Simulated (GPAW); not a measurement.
Something may be wrong with this GPAW 26.7.0 calculation of Ni.

run.py

```python
from ase.dft.bandgap import bandgap
from ase.io import read, write
from ase.units import GPa
from gpaw import GPAW, PW

atoms = read('POSCAR')
atoms.set_initial_magnetic_moments([-1.0, 1.0])

calc = GPAW(mode=PW(600),
            xc='PBE',
            kpts={'size': (12, 12, 7), 'gamma': True},
            occupations={'name': 'fermi-dirac', 'width': 0.05, 'fixmagmom': True},
            nbands=29,
            convergence={'density': 1e-05, 'energy': 1e-05},
            mixer={'backend': 'pulay', 'beta': 1.5, 'nmaxold': 1, 'weight': 1.0},
            maxiter=50,
            txt='gpaw.txt')
atoms.calc = calc
energy = atoms.get_potential_energy()
forces = atoms.get_forces()
stress = atoms.get_stress()
calc.write('gs.gpw')
write('result.traj', atoms)
print(f'Energy: {energy:.6f} eV')
print('Forces (eV/A):')
print(forces.round(4))
print('Stress (GPa):', (stress / GPa).round(3))
print('Moments:', calc.get_magnetic_moments().round(3))
print('Fermi levels:', calc.get_fermi_levels().round(4), 'eV')
```

File POSCAR:

```
Ni
1.0
    2.4480228978      0.0000000000      0.0000000000
   -1.2240114489      2.1200500186      0.0000000000
    0.0000000000      0.0000000000      4.0728075700
Ni
2
Direct
    0.6666666667      0.3333333333      0.7500000000
    0.3333333333      0.6666666667      0.2500000000
```

Potentials or basis: GPAW PAW data sets (gpaw-data 1.2.1), pw.

Launch:

```bash
$ OMP_NUM_THREADS=1 python run.py
```

gpaw.txt:

```text
__  _  _
 | _ |_)|_||  |
 |__||  | ||/\| - 26.7.0

Input parameters:
  mode=PW(ecut=600.0),
  convergence={'density': 1e-05, 'energy': 1e-05},
  kpts=MonkhorstPack(size=(12, 12, 7), gamma=True),
  maxiter=50,
  mixer=Pulay(name='pulay', nmaxold=1, beta=1.5, weight=1.0, sigma=0.015, g_ss=None),
  nbands=29,
  occupations=Occupations(name='fermi-dirac', width=0.05, fixmagmom=True),
  xc=XC(name='PBE')

Diagonalizing LCAO Hamiltonian
Converting LCAO to pw mode

          Ni

        Ni

Atoms  # Å, Bohr magnetons
|   | symbol |         x |        y |        z |    initial magnetic moments |
|---|--------|-----------|----------|----------|-----------------------------|
| 0 |     Ni |  1.224011 | 0.706683 | 3.054606 | ( 0.0000,  0.0000, -1.0000) |
| 1 |     Ni | -0.000000 | 1.413367 | 1.018202 | ( 0.0000,  0.0000,  1.0000) |

[... 96 lines left out ...]

density mixing:
  Pulay-Mixer
  Linear mixing parameters: 1.5
  Old densities: 1
  No metric

occupation numbers:
  Fixed magnetic moment: 0.000
  Fermi-Dirac:
    width: 0.0500  # eV

poisson solver:
  ecut: 4800.0  # eV

xc functional:
  name: PBE with 2 nearest neighbor stencil

convergence criteria:
- Maximum integral of absolute [dens]ity change: 1e-05 electrons / valence electron
- Maximum [total energy] change in last 3 cyles: 1e-05 eV / valence electron
- Maximum integral of absolute [eigenst]ate change: 4e-08 eV^2 / valence electron
maximum number of iterations: 50

SCF iterations
|iter     | |      energy | eigst |  dens |  magmom |
|---------|-|-------------|-------|-------|---------|
|iter:   1| |  -14.073787 | +0.15 |       |  +0.0000|
|iter:   2| |  -14.851634 | -1.62 | -1.41 |  -0.0000|
|iter:   3| |  -30.827905 | -1.00 | -1.31 |  +0.0000|
|iter:   4| | -402.137842 | +0.79 | -0.62 |  +0.0000|
|iter:   5| |-3058.058702 | +2.17 | -0.01 |  +0.0000|
|iter:   6| |-7034.742321 | +2.63 | +0.22 |  -0.0000|
|iter:   7| |-14388.818550 | +3.54 | +0.44 |  +0.0000|
|iter:   8| |-14298.809744 | +3.59 | +0.51 |  -0.0000|
|iter:   9| |-18888.972900 | +3.83 | +0.54 |  -0.0000|
|iter:  10| |-16488.483508 | +3.76 | +0.56 |  -0.0000|
|iter:  11| |-20614.462963 | +4.19 | +0.56 |  -0.0000|
|iter:  12| |-17167.339000 | +3.84 | +0.57 |  -0.0000|
|iter:  13| |-21418.670866 | +4.43 | +0.57 |  +0.0000|
|iter:  14| |-17777.857337 | +3.90 | +0.57 |  +0.0000|
|iter:  15| |-22250.867334 | +4.97 | +0.57 |  -0.0000|
|iter:  16| |-18402.910511 | +3.97 | +0.57 |  +0.0000|
|iter:  17| |-23648.383820 | +5.62 | +0.56 |  +0.0000|
|iter:  18| |-21820.924605 | +3.79 | +0.56 |  -0.0000|
```

What happened, and what is wrong with the input?

The run was cut off at its time limit. The input holds a flaw that was put in on purpose: density mixing far too strong (mixer = backend pulay, beta 1.5, nmaxold 1, weight 1.0).

A sound run on the same cell differs in these lines of the main input:
```diff
@@ -15,2 +15 @@
-            mixer={'backend': 'pulay', 'beta': 1.5, 'nmaxold': 1, 'weight': 1.0},
-            maxiter=50,
+            maxiter=150,
```
